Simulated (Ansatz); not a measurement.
## What a change of settings does: Hg (fcc type)

First run: DFT, r2SCAN, PAW with Ansatz's default frozen-core files, scalar-relativistic (Ansatz 0.2.0).

Command: `ansatz run input.yaml --threads 2 --pin off --max-ram 5120MiB --backend cpu --events-out ev --progress --plain --runs-dir out` It took 12 s on 2 threads of Arm Neoverse V1, with other jobs on the host, peak memory 0.41 GiB.

```yaml
crystal:
  lattice:
    - [0.0, 2.3609717821, 2.3609717821]
    - [2.3609717821, 0.0, 2.3609717821]
    - [2.3609717821, 2.3609717821, 0.0]
  atoms:
    - { symbol: Hg, position: [0.0, 0.0, 0.0] }
kpoints:
  mp_grid: { grid: [16, 16, 16] }
scf:
  occupations: { method: fermi_dirac, width: 0.08 }
hamiltonian:
  xc: r2scan
  pseudopotentials: { kind: paw }
output:
  forces: true
  stress: true
relax:
  f_tol: 0.005
  max_steps: 40
  cell: {}
```

The start is a guessed cell of a prototype that needn't be stable.

This run: bulk cell relaxed.

It converges in 26 SCF iterations over all geometries at a pressure of 0.04 GPa, ending at 27.15 Å³/atom, cutoff 500 eV.

The input is then changed:

```diff
   occupations: { method: fermi_dirac, width: 0.08 }
+  n_extra_bands: 32
 hamiltonian:
   pseudopotentials: { kind: paw }
+  dispersion: d3bjatm
 output:
```

Task: What does the second run give?

Result: It converges in 24 SCF iterations over all geometries at a pressure of 0.02 GPa, ending at 25.75 Å³/atom, cutoff 500 eV. More than one line changes, and not each need have an effect.
